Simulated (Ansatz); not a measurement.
## Bands of Li

```
Li
1.0
     3.11100    0.00000    0.00000
    -1.55550    2.69421    0.00000
     0.00000    0.00000    5.09300
Li
2
Cartesian
  0.0000 1.7961 1.2732
  1.5555 0.8981 3.8197
```

Atom numbers follow the list: Li1, Li2.

Conventional cell: a = 3.111 Å, b = 3.111 Å, c = 5.093 Å, α = 90.00°, β = 90.00°, γ = 120.00°. Li (atom 1) is surrounded by 12 Li at 3.11 to 3.12 Å.

Structure: COD 9011003, as refined from experiment and not relaxed.

All numbers below come from DFT, PBE, all-electron LAPW, scalar-relativistic (Ansatz 0.2.0).

Numerical set-up: a Γ-centred 15×15×8 k mesh, Fermi–Dirac smearing of 0.03 eV, basis error target 0.25 meV/atom, no spin polarisation.

Points in fractions of the reciprocal vectors of this cell: Γ (0, 0, 0), M (0.5, 0, 0), K (0.333, 0.333, 0), A (0, 0, 0.5), L (0.5, 0, 0.5), H (0.333, 0.333, 0.5). The path joins them by straight lines in the order Γ–M–K–Γ–A–L–H–A–L; legs that retrace an earlier one aren't tabulated. Energies are in eV from the Fermi level.

Task: List the levels at M between -20 and 2.5 eV.

Result: -0.07, 0.98.

Task: List the levels at L between -20 and 2.5 eV.

Result: 0.68 (×2).

Task: List the levels at H between -20 and 2.5 eV.

Result: 2.11 (×2).

Task: What is the band gap?

Result: none: bands cross the Fermi level, a metal.
